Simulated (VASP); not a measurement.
Output of a VASP run:

### OUTCAR
```
 ion  position               nearest neighbor table
   1  0.000  0.000  0.000-
   2  0.500  0.500  0.500-
  LATTYP: Found a face centered cubic cell.
 ALAT       =     5.8457355734
 Subroutine PRICEL returns:
 Original cell was already a primitive cell.
 Subroutine GETGRP returns: Found 48 space group operations
The static configuration has the point symmetry O_h .
The dynamic configuration has the point symmetry O_h .
 Subroutine INISYM returns: Found 48 space group operations
 Subroutine IBZKPT returns following result:
 Found     29 irreducible k-points:

 Following reciprocal coordinates:
            Coordinates               Weight
  0.000000  0.000000  0.000000      1.000000
  0.125000  0.000000  0.000000      8.000000
  0.250000  0.000000  0.000000      8.000000
  0.375000  0.000000  0.000000      8.000000
  0.500000  0.000000  0.000000      4.000000
  0.125000  0.125000  0.000000      6.000000
  0.250000  0.125000  0.000000     24.000000
  0.375000  0.125000  0.000000     24.000000
  0.500000  0.125000  0.000000     24.000000
 -0.375000  0.125000  0.000000     24.000000
 -0.250000  0.125000  0.000000     24.000000
 -0.125000  0.125000  0.000000     12.000000
  0.250000  0.250000  0.000000      6.000000
  0.375000  0.250000  0.000000     24.000000
  0.500000  0.250000  0.000000     24.000000
 -0.375000  0.250000  0.000000     24.000000
 -0.250000  0.250000  0.000000     12.000000
  0.375000  0.375000  0.000000      6.000000
  0.500000  0.375000  0.000000     24.000000
 -0.375000  0.375000  0.000000     12.000000
  0.500000  0.500000  0.000000      3.000000
  0.375000  0.250000  0.125000     24.000000
  0.500000  0.250000  0.125000     48.000000
 -0.375000  0.250000  0.125000     24.000000
  0.500000  0.375000  0.125000     24.000000
 -0.375000  0.375000  0.125000     48.000000
 -0.250000  0.375000  0.125000     24.000000
 -0.375000  0.500000  0.125000     12.000000
 -0.250000  0.500000  0.250000      6.000000
   k-points           NKPTS =     29   k-points in BZ     NKDIM =     29   number of bands    NBANDS=     11
   number of dos      NEDOS =    301   number of ions     NIONS =      2
   total plane-waves  NPLWV =  32768
   dimension x,y,z NGX =    32 NGY =   32 NGZ =   32
   dimension x,y,z NGXF=    64 NGYF=   64 NGZF=   64
   ions per type =               1   1
   PREC   = accura    normal or accurate (medium, high low for compatibility)
   ISTART =      0    job   : 0-new  1-cont  2-samecut
   ICHARG =      2    charge: 1-file 2-atom 10-const
   ISPIN  =      1    spin polarized calculation?
   LNONCOLLINEAR =      F non collinear calculations
   LSORBIT =      F    spin-orbit coupling
   INIWAV =      1    electr: 0-lowe 1-rand  2-diag
   ENCUT  =  520.0 eV  38.22 Ry    6.18 a.u.   7.69  7.69  7.69*2*pi/ulx,y,z
   NELM   =    100;   NELMIN=  2; NELMDL= -5     # of ELM steps
   EDIFF  = 0.1E-06   stopping-criterion for ELM
   LREAL  =      F    real-space projection
   NLSPLINE    = F    spline interpolate recip. space projectors
   LMAXMIX     =    4 max onsite mixed and CHGCAR
   VOSKOWN=      0    Vosko Wilk Nusair interpolation
   EDIFFG = 0.1E-05   stopping-criterion for IOM
   NSW    =      0    number of steps for IOM
   NBLOCK =      1;   KBLOCK =      1    inner block; outer block
   IBRION =     -1    ionic relax: 0-MD 1-quasi-New 2-CG
   NFREE  =      0    steps in history (QN), initial steepest desc. (CG)
   ISIF   =      2    stress and relaxation
   ISYM   =      2    0-nonsym 1-usesym 2-fastsym
   TEIN   =    0.0    initial temperature
   TEBEG  =    0.0;   TEEND  =   0.0 temperature during run
   SMASS  =  -3.00    Nose mass-parameter (am)
   PSTRESS=    0.0 pullay stress
   NELECT =      14.0000    total number of electrons
   EFERMI =   0.00;   METHOD = LEGACY
   ISMEAR =     0;   SIGMA  =   0.05  broadening in eV -4-tet -1-fermi 0-gaus
   IALGO  =     38    algorithm
...
```

### OSZICAR
```
       N       E                     dE             d eps       ncg     rms          rms(c)
DAV:   1     0.668231772635E+02    0.66823E+02   -0.74185E+03   638   0.129E+03
DAV:   2    -0.213292605050E+02   -0.88152E+02   -0.82292E+02   731   0.267E+02
DAV:   3    -0.287758846629E+02   -0.74466E+01   -0.73993E+01   767   0.784E+01
DAV:   4    -0.289263212823E+02   -0.15044E+00   -0.15034E+00   728   0.121E+01
DAV:   5    -0.289286495410E+02   -0.23283E-02   -0.23281E-02   739   0.151E+00    0.160E+00
DAV:   6    -0.269672203525E+02    0.19614E+01   -0.49563E-01   701   0.939E+00    0.132E+00
DAV:   7    -0.270068125729E+02   -0.39592E-01   -0.29010E-01   650   0.763E+00    0.307E-01
DAV:   8    -0.270583885280E+02   -0.51576E-01   -0.23403E-01   641   0.625E+00    0.410E-01
DAV:   9    -0.269202697095E+02    0.13812E+00   -0.16083E-01   641   0.469E+00    0.129E-01
DAV:  10    -0.271112082889E+02   -0.19094E+00   -0.10558E-01   638   0.362E+00    0.123E-01
DAV:  11    -0.271478775828E+02   -0.36669E-01   -0.12927E-02   638   0.140E+00    0.650E-02
DAV:  12    -0.271479875663E+02   -0.10998E-03   -0.11270E-04   782   0.116E-01    0.553E-02
DAV:  13    -0.271460109207E+02    0.19766E-02   -0.73941E-04   641   0.366E-01    0.653E-02
DAV:  14    -0.271490900712E+02   -0.30792E-02   -0.22111E-03   638   0.548E-01    0.227E-02
DAV:  15    -0.271494280327E+02   -0.33796E-03   -0.28588E-04   638   0.257E-01    0.210E-02
DAV:  16    -0.271494216243E+02    0.64084E-05   -0.28290E-05   656   0.792E-02    0.143E-02
DAV:  17    -0.271494231788E+02   -0.15545E-05   -0.11111E-06   719   0.156E-02    0.119E-02
DAV:  18    -0.271494323271E+02   -0.91483E-05   -0.56201E-06   656   0.340E-02    0.457E-03
DAV:  19    -0.271494285618E+02    0.37653E-05   -0.11460E-06   650   0.155E-02    0.291E-03
DAV:  20    -0.271494301949E+02   -0.16332E-05   -0.37692E-07   650   0.913E-03    0.166E-03
DAV:  21    -0.271494306561E+02   -0.46122E-06   -0.11596E-07   674   0.435E-03    0.581E-04
DAV:  22    -0.271494298449E+02    0.81129E-06   -0.87814E-08   644   0.421E-03    0.220E-04
DAV:  23    -0.271494299549E+02   -0.11000E-06   -0.67116E-09   346   0.121E-03    0.107E-04
DAV:  24    -0.271494299844E+02   -0.29566E-07   -0.15008E-09   334   0.553E-04
   1 F= -.27149430E+02 E0= -.27149430E+02  d E =-.258430E-13
```

### OUTCAR
```
------------------------ aborting loop because EDIFF is reached ----------------------------------------
  FORCE on cell =-STRESS in cart. coord.  units (eV):
  Direction    XX          YY          ZZ          XY          YZ          ZX
  --------------------------------------------------------------------------------------
  Total        0.2000200      0.2000200      0.2000200     -0.0000000      0.0000000     -0.0000000
  in kB        6.4169196      6.4169196      6.4169196     -0.0000000      0.0000000     -0.0000000
  external PRESSURE =       6.4169196 kB  Pullay stress =       0.0000000 kB
  volume of cell :       49.94
      direct lattice vectors                 reciprocal lattice vectors
     0.000000000  2.922867787  2.922867787    -0.171064871  0.171064871  0.171064871
     2.922867787  0.000000000  2.922867787     0.171064871 -0.171064871  0.171064871
     2.922867787  2.922867787  0.000000000     0.171064871  0.171064871 -0.171064871
 POSITION                                       TOTAL-FORCE (eV/Angst)
 -----------------------------------------------------------------------------------
      0.00000      0.00000      0.00000        -0.000000     -0.000000     -0.000000
      2.92287      2.92287      2.92287         0.000000      0.000000      0.000000
 -----------------------------------------------------------------------------------
    total drift:                                0.000000     -0.000000     -0.000000
  FREE ENERGIE OF THE ION-ELECTRON SYSTEM (eV)
  ---------------------------------------------------
  free  energy   TOTEN  =       -27.1494299844 eV

  energy  without entropy=      -27.1494299844  energy(sigma->0) =      -27.14942998
```
(Selected blocks of OUTCAR.)

**POSCAR**
```
NaBr
1
    0.0000000000     2.9228677867     2.9228677867
    2.9228677867     0.0000000000     2.9228677867
    2.9228677867     2.9228677867     0.0000000000
Na Br
1 1
Direct
  0.0000000000   0.0000000000   0.0000000000
  0.5000000000   0.5000000000   0.5000000000
```

Task: Write an INCAR and KPOINTS that could have produced this output.

Result: One answer among several that fit: the input of the run itself, SCAN meta-GGA, plane waves, VASP's PBE PAW potentials (set 64).

### INCAR
```
SYSTEM = NaBr
PREC = Accurate
ENCUT = 520
EDIFF = 1E-7
NELM = 100
ALGO = Normal
LREAL = .FALSE.
LASPH = .TRUE.
ISMEAR = 0
SIGMA = 0.05
METAGGA = SCAN
LMIXTAU = .TRUE.
LMAXMIX = 4
LWAVE = .FALSE.
LCHARG = .FALSE.
ISIF = 2
```

### KPOINTS
```
Automatic mesh
0
Gamma
8 8 8
0 0 0
```

POTCAR, in this order: Na_pv Br (PBE.64 set). Program: vasp_std.

The compound is NaBr in the rock salt structure. This cell is one point of a volume scan, at 0.97 of the reference volume.
